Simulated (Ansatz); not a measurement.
Two G0W0 runs on HfS2/HfS2 (1T bilayer).

The cell holds 6 atoms: 2 Hf and 4 S. Cell: a = 3.570 Å, b = 3.570 Å, c = 40.500 Å, α = 90.0°, β = 90.0°, γ = 120.0°. Regions: layer 1 (HfS2), 3 atoms (1 Hf and 2 S); layer 2 (HfS2), 3 atoms (1 Hf and 2 S). Vacuum lies along c.

```xyz
6
Lattice="3.5704 0.0000 0.0000 -1.7852 3.0920 0.0000 0.0000 0.0000 40.5000" Properties=species:S:1:pos:R:3
Hf    0.0000    0.0000   17.3778
S     0.0000    2.0614   18.8277
S     1.7852    1.0307   15.9253
Hf    0.0000    2.0614   23.1222
S     1.7852    1.0307   24.5747
S     0.0000    0.0000   21.6723
```

The structure was relaxed with PBEsol-D3(BJ). The runs that relaxed it are not among those shown. Spin-orbit coupling is left out unless a run names it.

The first (Ansatz 0.2.0; start PBEsol, 6×6×1 mesh, 659 empty bands, screening to 75 eV, PAW set soft_1 files; 8 threads of Arm Neoverse V1, shared host) gave, on its mesh: starting gap 0.80 eV, G0W0 gap 1.78 eV, mean of 1 + 4πα/V (set by the cell height) 3.46, 5.2 min.

Q: The second changes empty bands from 659 to 266 and screening cutoff (eV) from 75.0 to 41. What does it give?

It gave: starting gap 0.80 eV, G0W0 gap 1.70 eV, mean of 1 + 4πα/V (set by the cell height) 3.49, 62 s. The G0W0 gap moves by −0.08 eV, +0.00 eV from the start and −0.08 eV from the correction. Σc changes by +0.30 eV at the valence top and +0.22 eV at the conduction bottom, and Σx − Vxc between them by +0.00 eV.

Limits: not at the basis limit; coarse mesh for a sheet; no spin-orbit coupling.

[Paths, hosts, dates, memory and timing lines, banners, echoed tables and standing remarks are left out of the program output.]

[Logs are printed without paths, hosts, clocks, repeated set-up lines and the standing remarks that a program may print on its own settings, such as how far it seeks lower states.]

[Runs of the session that timed out or met a known fault of the program may be left out.]

[Cells called generated may have been cut or substituted from an entry of the Crystallography Open Database or the Materials Project.]

[Hosts, paths, dates, database ids (printed as entryN), source tags and the programs' standing remarks are cut or masked in the printed files.]
